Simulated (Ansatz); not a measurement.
## SiO₂: strain energy, fitted

SiO₂, P6_422, a = 5.060 Å, c = 5.541 Å. This isn't the usual stable structure of the compound. Ansatz: r2SCAN, PAW, 500 eV, Γ-centred 6×6×4 mesh on 9 atoms, Gaussian smearing 0.02 eV; no spin polarisation. Series: biaxial strain in the a-b plane, c and atoms relaxed; x is the strain in per cent. y is the free energy over the unstrained cell, V0 = 13.650 Å³/atom.

```tsv
x (%)	y (meV/atom)
-2.0	5.18
-1.0	1.29
0.0	0.00
1.0	?
2.0	5.21
```

Problem. Fit y = c2 x² + c3 x³ to the other rows, turn c2 into a modulus, and predict the missing energy.

Solution. Least squares on the rows shown. y = 1.299 x² + 0.001927 x³. In eV per unit strain² c2 is 12.99; M is the biaxial modulus (E = M V0 ε²): 12.99 × 160.2 / (13.650) = 152 GPa. At x = 1.0 the fit asked for gives 1.30 meV/atom. The run gave 1.31 meV/atom, so the fit is 0.01 meV/atom too low, a small miss on the scale of the series.